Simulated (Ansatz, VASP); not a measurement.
# TaSeS (TaSSe, 1T): VASP beside Ansatz

One calculation is typed for both programs; each brings its own data sets. How far apart do they land? The cell is invented: As first built, before any earlier steps moved the atoms (in the runner's words): 3x3x1 conventional cells of the TaS2 type (27 atoms: 9 S, 9 Se, 9 Ta); S/Se share their sites, the best of 600 random draws by like-pair counts in two shells; start lattice by linear mixing of the end members' cells; atoms moved at random by 0.02 A. It may not be a known or stable phase. The structure shown is the start of the Ansatz relaxation below; VASP solves that cell, so the two are compared at the walk's first step.

Method: plane waves, with VASP 6.6.1 beside it; single point at PBE with D3(BJ), in Ansatz 0.2.0.

## Step 1: The starting structure

The cell holds 27 atoms: 9 S, 9 Se and 9 Ta. Its edges and angles: a = 10.290 Å, b = 10.290 Å, c = 6.230 Å, α = 90.0°, β = 90.0°, γ = 120.0°. It derives from TaS2 (TaS2 type, space group 164), repeated 3×3×1. As first built, before any earlier steps moved the atoms (in the runner's words): 3x3x1 conventional cells of the TaS2 type (27 atoms: 9 S, 9 Se, 9 Ta); S/Se share their sites, the best of 600 random draws by like-pair counts in two shells; start lattice by linear mixing of the end members' cells; atoms moved at random by 0.02 A.

## Step 2: Ansatz: relaxation, PBE with D3(BJ)

Ansatz runs on its default PAW (the set named soft_2) files.

The two programs are compared at the cell with which this relaxation starts, whose forces are those of its first step.

Input file input.yaml:

```yaml
crystal:
  lattice:
    - [10.28977, 0.0, 0.0]
    - [-5.14489, 8.9112, 0.0]
    - [0.0, 0.0, 6.2298]
  atoms:
    - { symbol: S, position: [0.11152, 0.22238, 0.24896] }
    - { symbol: S, position: [0.11144, 0.55171, 0.24657] }
    - { symbol: S, position: [0.21891, 0.44301, 0.7484] }
    - { symbol: S, position: [0.11304, 0.89119, 0.24749] }
    - { symbol: S, position: [0.55808, 0.11586, 0.75264] }
    - { symbol: S, position: [0.44235, 0.89066, 0.25045] }
    - { symbol: S, position: [0.55622, 0.77869, 0.75285] }
    - { symbol: S, position: [0.89075, 0.11347, 0.75133] }
    - { symbol: S, position: [0.78032, 0.89028, 0.24742] }
    - { symbol: Se, position: [0.22162, 0.11545, 0.74743] }
    - { symbol: Se, position: [0.22144, 0.78021, 0.75373] }
    - { symbol: Se, position: [0.44569, 0.22522, 0.24847] }
    - { symbol: Se, position: [0.44234, 0.55262, 0.2567] }
    - { symbol: Se, position: [0.55676, 0.44619, 0.74508] }
    - { symbol: Se, position: [0.77691, 0.21835, 0.24807] }
    - { symbol: Se, position: [0.78091, 0.55894, 0.25538] }
    - { symbol: Se, position: [0.88761, 0.44171, 0.75148] }
    - { symbol: Se, position: [0.8891, 0.7796, 0.75183] }
    - { symbol: Ta, position: [0.00439, 0.00164, 0.99986] }
    - { symbol: Ta, position: [0.00086, 0.33288, 0.99882] }
    - { symbol: Ta, position: [0.99889, 0.66634, 0.99831] }
    - { symbol: Ta, position: [0.33201, 0.99686, 0.99876] }
    - { symbol: Ta, position: [0.33384, 0.33177, 0.99696] }
    - { symbol: Ta, position: [0.33644, 0.66566, 0.00583] }
    - { symbol: Ta, position: [0.66729, 0.00127, 0.00304] }
    - { symbol: Ta, position: [0.66475, 0.33172, 0.00048] }
    - { symbol: Ta, position: [0.6676, 0.66851, 0.99869] }
kpoints:
  mp_grid: { grid: [3, 3, 4] }
hamiltonian:
  xc: pbe
  dispersion: d3bj
scf:
  occupations: { method: methfessel_paxton, width: 0.15 }
output:
  forces: true
  stress: true
relax:
  f_tol: 0.02
  max_steps: 45
  cell: { stress_tol: 0.1 }
```

Run with:

```sh
ansatz run input.yaml --threads 8 --pin off --max-ram 15360MiB --backend cpu --events-out ev --progress --plain --runs-dir out
```

Numbers of over 12 decimals in the logs are rounded to 6 here.

Log:

```text
The last accepted step is kept in <dir> (removed where the run ends without a failure and the disk answers)
Engine: ansatz 0.2.0, aarch64-unknown-linux-gnu
Pseudopotentials: kind: paw
Pseudopotential: S, paw, valence charge 6, recommended cutoff 420 eV (normal), S.paw.azcp
Pseudopotential: Se, paw, valence charge 16, recommended cutoff 420 eV (normal), Se.paw.azcp
Pseudopotential: Ta, paw, valence charge 13, recommended cutoff 420 eV (normal), Ta.paw.azcp
Functional definition: PBE
  parameter kappa = 0.804
  parameter beta = 0.066725
  exchange = pbe_x(kappa = kappa, mu = beta*pi^2/3)
  correlation = pbe_c(beta = beta)
Crystal: 27 atoms, lattice volume = 571.237 Å³
Basis set: ecut = 420 eV, 11149 PW (Γ), exchange–correlation on 144×144×90 points (8 copies of the dense FFT grid, shifted against one another)
Bands: 189, of which v1, the nominal top of the filled ones, is band 158 counted from 1 (157 counted from 0)
Symmetry: 1 space group operations
Space group: P1 (ITA 1), of the structure as read, at distance tolerance 8.3e-5 Å
k-points: 19 of 36 (time reversal used)
Non-local potential: S, projectors of the file, l = 0: 2, l = 1: 2, l = 2: 2
Non-local potential: Se, projectors of the file, l = 0: 2, l = 1: 2, l = 2: 3, l = 3: 1
Non-local potential: Ta, projectors of the file, l = 0: 3, l = 1: 2, l = 2: 2, l = 3: 1
PAW form: soft (Blöchl's): semilocal exchange-correlation on the pseudo side does not see the compensation charge
PAW one-centre angular grid: S, 110 points (default); XC on 64 Gauss nodes
PAW one-centre angular grid: Se, 590 points (default); XC on 64 Gauss nodes
PAW one-centre angular grid: Ta, 590 points (default); XC on 64 Gauss nodes
Initial density: superposition of atomic densities (neutral atoms: chi_scale 0, normalization atom), corrected by the library's trained network
Initial wavefunctions: pseudopotential atomic-orbital guess
Functional: x = pbe(κ = 0.804, μ = 0.219515), c = pbe(β = 0.066725)
SCF iter   1: F=—  HF=-146764.987783 eV  |F-HF|=—  |Δ(HF+E_count)|=         —  Δρ=2.29e-3  dr2=4.44e-2  ethr=1.77e-3  ⟨swp⟩=5.2  Hψ=14252  notcnv=0
preconditioner: auto → LDOS  [metal: Δε(μ)=0.010 eV  Ē_g=8.037 eV  σ=0.150 eV  W_gap=0.06  n_scr=154 (ndim 8)  ℏωp=19.2 eV  f_vac=0.038  D(μ)=18.24/eV (n_scr^D=136)  β→1.0]
SCF iter   2: F=—  HF=-146764.990121 eV  |F-HF|=—  |Δ(HF+E_count)|=   2.34e-3  S|Δr|=    0.00e0  Δρ=8.11e-4  dr2=6.44e-3  ethr=1.41e-5  ⟨swp⟩=2.1  Hψ=7134  notcnv=0
SCF iter   3: F=—  HF=-146764.989133 eV  |F-HF|=—  |Δ(HF+E_count)|=   9.88e-4  S|Δr|=    0.00e0  Δρ=2.49e-4  dr2=8.19e-4  ethr=2.04e-6  ⟨swp⟩=2.0  Hψ=4566  notcnv=0
SCF iter   4: F=—  HF=-146764.989049 eV  |F-HF|=—  |Δ(HF+E_count)|=   8.46e-5  S|Δr|=    0.00e0  Δρ=7.84e-5  dr2=6.68e-5  ethr=2.60e-7  ⟨swp⟩=2.0  Hψ=4646  notcnv=0
SCF iter   5: F=—  HF=-146764.988708 eV  |F-HF|=—  |Δ(HF+E_count)|=   3.40e-4  S|Δr|=    0.00e0  Δρ=2.34e-5  dr2=6.91e-6  ethr=2.12e-8  ⟨swp⟩=2.0  Hψ=4778  notcnv=0
SCF iter   6: F=—  HF=-146764.988708 eV  |F-HF|=—  |Δ(HF+E_count)|=  6.98e-10  S|Δr|=    0.00e0  Δρ=7.59e-6  dr2=7.29e-7  ethr=2.19e-9  ⟨swp⟩=2.0  Hψ=4821  notcnv=0
SCF iter   7: F=-146764.988708 eV  HF=-146764.988708 eV  |F-HF|=2.84e-8  |Δ(HF+E_count)|=   8.11e-8  S|Δr|=    0.00e0  Δρ=2.30e-6  dr2=5.32e-8  ethr=3.17e-11  ⟨swp⟩=4.0  Hψ=11539  notcnv=0
SCF 1 converged in 7 iterations: F = -146764.988708 eV  dr2 = 5.32e-8
  greatest PAW one-centre occupation: 1.000 electrons in one spin orbital (limit 2), on the Se atom at site 9 (counted from 0), in its partial waves of l = 2
relax step   1: F+E_penalty+E_count = -146764.98870804 eV  Δ(F+E_penalty+E_count) = +0.000e0 eV  max|allowed force component| = 2.077e0 eV/Å  Δτ_max = 0.0000 Å  P = +1.023 GPa  Ω = 571.237 Å³  (7 SCF iters, dr2 threshold 1.00e-7 eV, accepted)
[...]
relax step   8: F+E_penalty+E_count = -146766.79932153 eV  Δ(F+E_penalty+E_count) = -1.010e-3 eV  max|allowed force component| = 1.163e-1 eV/Å  Δτ_max = 0.0488 Å  P = +0.013 GPa  Ω = 537.569 Å³  energy of the carried Pulay correction = +5.573e-3 eV  (8 SCF iters, dr2 threshold 3.95e-7 eV, accepted)
[...]
relax step   9: F+E_penalty+E_count = -146766.80851057 eV  Δ(F+E_penalty+E_count) = -9.189e-3 eV  max|allowed force component| = 4.420e-2 eV/Å  Δτ_max = 0.0388 Å  P = +0.015 GPa  Ω = 537.398 Å³  energy of the carried Pulay correction = +5.602e-3 eV  (7 SCF iters, dr2 threshold 8.46e-7 eV, accepted)
[...]
relax step  10: F+E_penalty+E_count = -146766.80969397 eV  Δ(F+E_penalty+E_count) = -1.183e-3 eV  max|allowed force component| = 1.602e-2 eV/Å  Δτ_max = 0.0125 Å  P = -0.000 GPa  Ω = 537.579 Å³  energy of the carried Pulay correction = +5.571e-3 eV  (6 SCF iters, dr2 threshold 1.22e-7 eV, accepted)
[...]
relax step  11: F+E_penalty+E_count = -146766.80528356 eV  Δ(F+E_penalty+E_count) = +4.410e-3 eV  max|allowed force component| = 1.604e-2 eV/Å  Δτ_max = 0.0000 Å  P = -0.008 GPa  Ω = 537.579 Å³  stress off target by 2.23e-2 GPa  SCF on the basis re-selected at this cell (its energy is not comparable with the rows above)  (6 SCF iters)
basis re-selected at this cell: Δ(F+E_penalty+E_count) = +4.410e-3 eV, ΔP = -0.008 GPa vs the last step (what re-selecting the basis moved, of the pressure what is left beyond the Pulay correction that the steps carried, after the strain that the cell walked since its last selection, with what the two solves' SCF thresholds leave and, on support functions, any second-order correction that the steps lacked; it is no measure of the basis error at this ecutwfc). The dense FFT grid was sized anew with the basis: this SCF ran on 72×72×40 points, the steps before it on 72×72×45, so part of this shift can come from that change (see relax.cell in the input reference). [rest of the remark cut]
SCF converged after 6 iterations
Stability not checked: this state was not tested for a lower state beside it, because cold or Methfessel-Paxton smearing, or corrected tetrahedra, fill the levels in a way that the test cannot read (fill_not_monotonic; see scf.lower_state_search)
Free energy (F): -146766.805284 eV
Harris-Foulkes:  -146766.805284 eV  (|F-HF|=1.75e-10)
Internal energy: -146766.801392 eV  (E = F + TS)
E sigma→0 (E₀):  -146766.804311 eV
Entropy (-TS):   -0.003891 eV (-0.144 meV/atom)
Fermi energy:    11.571053 eV
--- Per-component energies (eV) ---
  E_band       = -4641.522513
  E_kinetic    = 5335.391501
  E_local      = -32508.953869  (includes V_loc(G=0)·N_el)
  E_nonlocal   = -4976.625705
  E_hartree    = 15059.756392
  E_xc         = -3787.958972
  E_vxc        = -3520.472460  (∫ρ·V_xc dr)
  E_paw        = -98173.257878  (= ΣΔE_a)
  E_vpaw       = 909.629378  (= ΣTr[D̂ρ^β])
  E_aug_tail   = -0.003894  (compensation charges beyond the density's cutoff)
  E_ewald      = -27703.211975
  E_disp       = -11.936991  (pairwise vdW)
  E_smearing   = -0.003891  (= −TS)
  E_closure    = 0.000000  (closes the sum)
  Σ components = -146766.805284   (vs F -146766.805284, Δ=0.00e0)
--- Forces (eV/Å), atoms counted from 1 ---
  atom   1  S     -0.00334343     0.00245444    -0.00226499
  atom   2  S     -0.00529400    -0.00188743     0.00216239
  atom   3  S      0.00349729    -0.00189403    -0.00018672
  atom   4  S     -0.00100338    -0.00001676    -0.00438010
  atom   5  S     -0.00384114    -0.00569217     0.00635644
  atom   6  S     -0.00007077     0.00345368     0.00670303
  atom   7  S      0.00213020    -0.00790702    -0.00190530
  atom   8  S      0.00107218    -0.00002792     0.00573832
  atom   9  S     -0.00208259    -0.00051554    -0.00363451
  atom  10  Se    -0.00486918     0.00121660    -0.00102782
  atom  11  Se     0.00390374    -0.00504168    -0.00406203
  atom  12  Se     0.00102764     0.00487315     0.00302291
  atom  13  Se     0.00097810    -0.00013542     0.00023500
  atom  14  Se    -0.00513653    -0.00011002     0.00203817
  atom  15  Se     0.00101437     0.00527543    -0.00076003
  atom  16  Se     0.00159480    -0.00175020    -0.00355668
  atom  17  Se     0.00109487    -0.00144430     0.00575928
  atom  18  Se    -0.00400952     0.00077645     0.00333995
  atom  19  Ta    -0.00161993     0.00398873    -0.00047391
  atom  20  Ta    -0.00137939     0.01010406    -0.00097195
  atom  21  Ta     0.00261755     0.00494626     0.00211523
  atom  22  Ta     0.01603955    -0.00661793    -0.00203553
  atom  23  Ta     0.01497667    -0.00215931    -0.00757631
  atom  24  Ta    -0.00175800     0.00183573    -0.00522324
  atom  25  Ta    -0.00824064    -0.01160627    -0.00065357
  atom  26  Ta    -0.00860102     0.00964804    -0.00127350
  atom  27  Ta     0.00130201    -0.00176729     0.00252013
  max |Σ_I F_I| component: 4.65e-6 eV/Å
--- Stress (GPa, compression-positive) ---
       -0.015482       0.006371      -0.002517
        0.006371       0.004320       0.010345
       -0.002517       0.010345      -0.013494
  P = ⅓ Tr σ = -0.0082 GPa (-0.082 kbar)
--- Relaxed structure (10 steps of the walk, 10 accepted, 1 SCFs on fresh bases) ---
  F+E_penalty+E_count = -146766.80528356 eV   max|allowed force component| = 1.604e-2 eV/Å   (the final SCF, on the basis selected at the relaxed cell)
  cell:  # Å, volume = 537.5785 Å³
    - [10.194927, -0.027788, 0.00413631]
    - [-5.121534, 8.847790, 0.00186232]
    - [0.00250427, 0.00274779, 5.969100]
  atoms:
    - { symbol: S, position: [0.107148, 0.219265, 0.262451] }
    - { symbol: S, position: [0.114467, 0.553343, 0.240218] }
    - { symbol: S, position: [0.219577, 0.448677, 0.758586] }
    - { symbol: S, position: [0.114103, 0.895236, 0.235397] }
    - { symbol: S, position: [0.558227, 0.107505, 0.732330] }
    - { symbol: S, position: [0.447458, 0.889344, 0.271189] }
    - { symbol: S, position: [0.556782, 0.783385, 0.729718] }
    - { symbol: S, position: [0.885326, 0.110093, 0.732556] }
    - { symbol: S, position: [0.777229, 0.892499, 0.274128] }
    - { symbol: Se, position: [0.220690, 0.108047, 0.733270] }
    - { symbol: Se, position: [0.227076, 0.779286, 0.708816] }
    - { symbol: Se, position: [0.442363, 0.219813, 0.276623] }
    - { symbol: Se, position: [0.442999, 0.557784, 0.284125] }
    - { symbol: Se, position: [0.559067, 0.446386, 0.746475] }
    - { symbol: Se, position: [0.778915, 0.217390, 0.300485] }
    - { symbol: Se, position: [0.776645, 0.555967, 0.258071] }
    - { symbol: Se, position: [0.890662, 0.443173, 0.722141] }
    - { symbol: Se, position: [0.888833, 0.780016, 0.723387] }
    - { symbol: Ta, position: [-0.018709, 0.00370118, 1.002336] }
    - { symbol: Ta, position: [-0.013975, 0.314617, 1.001554] }
    - { symbol: Ta, position: [1.011720, 0.671373, 1.007592] }
    - { symbol: Ta, position: [0.351632, 0.995676, 1.000967] }
    - { symbol: Ta, position: [0.321192, 0.332531, 0.996422] }
    - { symbol: Ta, position: [0.350508, 0.686330, 0.000326846] }
    - { symbol: Ta, position: [0.667131, -0.000892217, 0.0021047] }
    - { symbol: Ta, position: [0.668719, 0.310109, 0.00209691] }
    - { symbol: Ta, position: [0.665298, 0.691538, 1.001666] }
```

[end of part 1 of 2]

[Lines on the potential files, build, host, timing and source positions are cut from VASP's logs without a mark.]

[Logs are printed without paths, hosts, clocks, repeated set-up lines and the standing remarks that a program may print on its own settings, such as how far it seeks lower states.]

[Hosts, paths, dates, database ids (printed as entryN), source tags and the programs' standing remarks are cut or masked in the printed files.]
